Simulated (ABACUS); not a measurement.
BN: relaxation of cell and atoms with SCAN

The system is BN.

```xyz
2
Lattice="0.0000 1.8130 1.8130 1.8130 0.0000 1.8130 1.8130 1.8130 0.0000" Properties=species:S:1:pos:R:3 pbc="T T T"
N     2.7195    2.7195    2.7195
B     0.0000    0.0000    0.0000
```

The cell is a database's computed one.

* Program: ABACUS 3.10.1
* Task: relaxation of cell and atoms
* Functional: SCAN
* Potentials or basis: SG15 ONCV 1.2 PBE
* Cutoff: 1320 eV
* Density cutoff: 5279 eV
* Basis: plane waves
* k mesh: 8 × 8 × 8
* Occupations: fermi-dirac, width 0.05 eV
* Spin: no spin polarisation
* Optimiser: ASE FIRE
* Force threshold: 0.02 eV/Å
* Max steps: 60
* Cell moves: yes
* Radial cutoff of the potentials (pseudo_rcut): 10 bohr
* SCF threshold on the density: 1e-08
* Max SCF steps: 100
* Eigensolver: dav
* Mixing: broyden
* Mixing share: 0.7
* Symmetry key: 1
* Bands: 8

```json
{"Relaxed volume": "5.87 Å³/atom", "Relaxed cell": "a = 2.551 Å, b = 2.551 Å, c = 2.551 Å, α = 60.00°, β = 60.00°, γ = 60.00°", "Space group after relaxing (to 0.05 Å)": "F-43m (No. 216)", "Energy gained by relaxing": "1.5 meV/atom", "Ionic steps": "4", "Pressure after relaxing": "0.2 GPa", "Band gap on the k mesh": "4.97 eV, indirect (least direct gap 9.52 eV)"}
```

The path:
```
step  energy change (eV)  largest force (eV/Å)  pressure (GPa)  volume (Å³)
   1              0.0000                0.0000           -5.48        11.92
   2             -0.0011                0.0000           -4.36        11.88
   3             -0.0024                0.0000           -2.33        11.82
   4             -0.0029                0.0000            0.23        11.74
```

Final structure:
```
N B
1.0
     0.00000    1.80377    1.80377
     1.80377    0.00000    1.80377
     1.80377    1.80377    0.00000
N B
1 1
Direct
  0.75000 0.75000 0.75000
  0.00000 0.00000 0.00000
```

Levels at points of the mesh, in eV from the valence-band top:
```
           k point  band 1  band 2  band 3  band 4  band 5  band 6  band 7  band 8
(0.00, 0.00, 0.00)  -21.53    0.00    0.00    0.00    9.52    9.52    9.52   10.84
(0.50, 0.50, 0.50)  -17.23  -11.21   -2.05   -2.05   10.65   11.52   11.52   16.45
(0.50, 0.50, 0.00)  -15.81   -9.44   -5.17   -5.17    4.97    9.82   19.30   19.30
```

It took 15 s on 4 MPI ranks on Intel(R) Xeon(R) Platinum 8488C (Sapphire Rapids), with other jobs on the host, peak memory 0.36 GiB a rank.

Caveat: the potentials were made for another functional, which shifts forces and pressure. SCAN opens gaps a little over a GGA but as a rule still falls short of measured ones.
